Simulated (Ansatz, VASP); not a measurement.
Given: the input of a run of Ansatz 0.2.0 on Ir.

input.yaml

```yaml
crystal:
  lattice:
    - [0.0, 1.9156, 1.9156]
    - [1.9156, 0.0, 1.9156]
    - [1.9156, 1.9156, 0.0]
  atoms:
    - { symbol: Ir, position: [0.0, 0.0, 0.0] }
kpoints:
  mp_grid: { grid: [12, 12, 12] }
scf:
  occupations: { method: fermi_dirac, width: 0.05 }
hamiltonian:
  xc: pbesol
  dispersion: d3bj
  pseudopotentials: { kind: all_electron, lapw: { basis_error: 0.001 } }
output:
  forces: true
  stress: true
relax:
  f_tol: 0.005
  max_steps: 60
  cell: {}
```

Potentials or basis: all-electron LAPW, scalar-relativistic.

The run is started by

```console
$ ansatz run input.yaml --threads 1 --pin off --max-ram 3072MiB --backend cpu --events-out ev --progress --plain --runs-dir out
```

Problem. Set up the same calculation for VASP 6.6.1. Potentials there: VASP PAW PBE potentials, release 64 (Ir).

Solution. As run (the cutoff follows the program's own potentials):

INCAR

```
SYSTEM = Ir
PREC     = Accurate       ! precision mode
ENCUT    = 600            ! plane-wave cutoff, eV
EDIFF    = 1E-7           ! SCF threshold, eV
ISMEAR   = -1             ! smearing method
SIGMA    = 0.05           ! smearing width, eV
LREAL    = .False.        ! projectors in reciprocal space
LASPH    = .True.         ! aspherical terms in the spheres
NELM     = 100            ! most SCF steps
ALGO     = Normal         ! electronic algorithm
ISIF     = 3              ! what is computed and relaxed
LWAVE    = .False.        ! write WAVECAR
LCHARG   = .False.        ! write CHGCAR
GGA      = PS             ! functional
IVDW     = 12             ! dispersion correction
IBRION   = 2              ! ionic algorithm
NSW      = 80             ! ionic steps
EDIFFG   = -0.005         ! ionic threshold
```

Contents of KPOINTS:

```
regular mesh
0
Gamma
  12 12 12
  0 0 0
```

The input POSCAR:

```
Ir
1.0
    0.0000000000      1.9156000000      1.9156000000
    1.9156000000      0.0000000000      1.9156000000
    1.9156000000      1.9156000000      0.0000000000
Ir
1
Direct
    0.0000000000      0.0000000000      0.0000000000
```

Potentials or basis: VASP PAW PBE potentials, release 64 (Ir).

Launch:

```bash
$ cat potpaw_PBE.64/Ir/POTCAR > POTCAR
$ mpirun -np 1 vasp_std > vasp.out
```

Both were run:

|  | VASP | Ansatz | Ansatz less VASP |
| --- | --- | --- | --- |
| relaxed volume (Å³/atom) | 13.78 | 13.74 | -0.046 |
| relaxed cell length with the largest relative difference (Å) | 2.691 | 2.688 | -0.0030 |
| energy change over the relaxation (meV/atom) | -7 | -9 | -2.2 |

Ansatz ran all-electron here, so the differences hold the error of VASP's frozen core and of both bases.

Caveats: the PAW data sets were made with another functional, which shifts forces and pressure a little (VASP); pairwise dispersion overbinds metals, which lowers pressure and volume (VASP). The runs have no spin-orbit coupling, so splittings on Ir are missing.
